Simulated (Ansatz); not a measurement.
# BN: work and stress of cleavage

Theory: DFT PBE+D3(BJ), scalar-relativistic, plane waves, PAW in Ansatz 0.2.0. Settings: plane waves to 420 eV, k-mesh 10×10×2 (Γ-centred), Gaussian smearing 0.05 eV. No spin polarisation. Energies are free energies at this smearing, counted from the undisturbed cell; pressure is positive in compression.

The undisturbed cell (as given, not relaxed at this level; it stands at 0.6 GPa):

```xyz
8
Lattice="-2.5040 0.0000 0.0000 -1.2520 -2.1685 0.0000 0.0000 0.0000 13.3224" Properties=species:S:1:pos:R:3 pbc="T T T"
B    -1.2520   -0.7228   11.6571
B    -1.2520   -0.7228    4.9959
B    -2.5040   -1.4457    1.6653
B    -2.5040   -1.4457    8.3265
N    -1.2520   -0.7228    1.6653
N    -1.2520   -0.7228    8.3265
N    -2.5040   -1.4457   11.6571
N    -2.5040   -1.4457    4.9959
```

The cut lies on the cell's a–b face, a (0 0 1) plane (indices in the standard cell, whose axes needn't be the Cartesian ones shown) of area 5.43 Å², between layers 3.33 Å apart. Vector c is lengthened by d along the normal with the atoms' Cartesian places fixed: one unrelaxed cut a cell. The traction is positive where the two halves pull on each other.

| d (Å) | energy (J/m²) | traction (GPa) |
| --- | --- | --- |
| -0.30 | 0.050 | -4.35 |
| -0.15 | 0.008 | -1.48 |
| 0.00 | 0.000 | 0.20 |
| 0.25 | 0.024 | 1.48 |
| 0.50 | 0.066 | 1.81 |
| 0.75 | 0.112 | 1.73 |
| 1.00 | 0.151 | 1.49 |
| 1.50 | 0.213 | 1.01 |
| 2.00 | 0.255 | 0.67 |
| 3.00 | 0.300 | 0.30 |
| 6.00 | 0.339 | 0.05 |

Task: What are the work of separation and the cleavage stress, and do they fit the universal binding curve?

Result: The energy levels off near W ≈ 0.339 J/m² (the traction is down to 0.05 GPa), the energy of the two unrelaxed faces, 0.169 J/m² each on average. The largest sampled traction is 1.81 GPa at d = 0.50 Å, and a parabola through it and its two neighbours peaks at σ_max ≈ 1.83 GPa, d ≈ 0.58 Å. The curve E = W[1 − (1 + d/ℓ)exp(−d/ℓ)] peaks in traction at d = ℓ with σ_max = W/(eℓ); with 1 J/m² per Å = 10 GPa this W and σ_max give ℓ = 0.68 Å. A parabola through that curve at the same three d peaks at 0.67 Å, against 0.58 Å here, a fair fit. Real crystals break at far lower stress, because cracks concentrate it.

The crystal is built of layers, and the cut parts neighbours that are weakly bound, with dispersion added by D3.

The cut is rigid; relaxing the faces lowers these energies and usually the stresses.